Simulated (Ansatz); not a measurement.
Two structures of Ga2O3 were relaxed with r2SCAN in the PAW code Ansatz, without spin polarisation or spin-orbit coupling; one or both may be hypothetical.

- β-Ga2O3 sites, C2/m (C2/m): the symmetry is C2/m (No. 12, monoclinic); conventional cell a = 12.255 Å, b = 3.039 Å, c = 5.808 Å, β = 103.8°, 10.50 Å³ an atom. Around Ga lie 6 O at 1.94–2.08 Å; around Ga lie 4 O at 1.83–1.87 Å; around O lie 3 Ga at 1.84–1.94 Å; around O lie 4 Ga at 1.87–2.08 Å; around O lie 3 Ga at 1.83–1.94 Å.
- corundum sites, R-3c (R-3c): it is trigonal, R-3c (No. 167); conventional cell a = 4.985 Å, c = 13.442 Å, 9.64 Å³ an atom. Around Ga lie 6 O at 1.93–2.07 Å; around O lie 4 Ga at 1.93–2.07 Å.

The second lies 18 meV an atom above the first.

Problem. Which of the two does pressure favour?

Solution. The denser one, corundum sites, R-3c (R-3c): its volume is smaller by 10.50 − 9.64 = 0.86 Å³ an atom (8.2 %), so its enthalpy H = E + PV rises more slowly.

Problem. Estimate the pressure at which their enthalpies meet, taking both as rigid.

Solution. P ≈ ΔE/ΔV = 18 meV/0.86 Å³ = 20.9 meV/Å³, and 1 meV/Å³ is 0.16022 GPa: P ≈ 3.4 GPa. It is an estimate: the open phase usually compresses more, which shrinks ΔV and raises the pressure, and barriers, vibrations and other phases are left out.

Problem. What does the energy difference amount to in temperature?

Solution. ΔE/k_B = 18/0.08617 = 209 K, or 0.7 times k_B T at 300 K (a scale, not a transition temperature); as a molar quantity, 1.7 kJ per mole of atoms.
